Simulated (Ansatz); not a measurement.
## Hf: pressure against volume, fitted

```
CELL_PARAMETERS angstrom
-1.80500 1.80500 1.80500
1.80500 -1.80500 1.80500
1.80500 1.80500 -1.80500
ATOMIC_POSITIONS crystal
Hf 0.00000 0.00000 0.00000
```

The cell comes from COD entry 1522789, which wasn't checked; take it as a given geometry.

No spin–orbit coupling, which matters for the heavy atoms here.

All numbers below come from Ansatz 0.2.0, DFT, PBE, all-electron LAPW, scalar-relativistic.

Sampling and basis: a Γ-centred 14×14×14 k mesh, Fermi–Dirac smearing of 0.05 eV, basis error target 0.5 meV/atom, no spin polarisation.

The cell is scaled evenly. Fractional coordinates are held (clamped ions).

```json
{"V (Å³/atom)": "22.112", "P (GPa)": "0.80"}
{"V (Å³/atom)": "22.123", "P (GPa)": "0.74"}
{"V (Å³/atom)": "22.582", "P (GPa)": "-1.26"}
{"V (Å³/atom)": "23.052", "P (GPa)": "-3.15"}
{"V (Å³/atom)": "23.288", "P (GPa)": "-4.03"}
{"V (Å³/atom)": "23.523", "P (GPa)": "-4.88"}
{"V (Å³/atom)": "23.758", "P (GPa)": "-5.70"}
{"V (Å³/atom)": "23.993", "P (GPa)": "-6.48"}
{"V (Å³/atom)": "24.464", "P (GPa)": "-7.94"}
```

Fit a third-order Birch–Murnaghan curve to the pressures.

P = (3B0/2)(y^(7/2) − y^(5/2))[1 + (3/4)(B0′ − 4)(y − 1)] with y = (V0/V)^(2/3) fits within 0.01 GPa for V0 = 22.289 Å³/atom, B0 = 98.4 GPa and B0′ = 3.02.

Predict the pressure at the withheld volume, 24.934 Å³/atom.

There y = 0.9280, so the fit gives -9.29 GPa; the run gave -9.28 GPa.
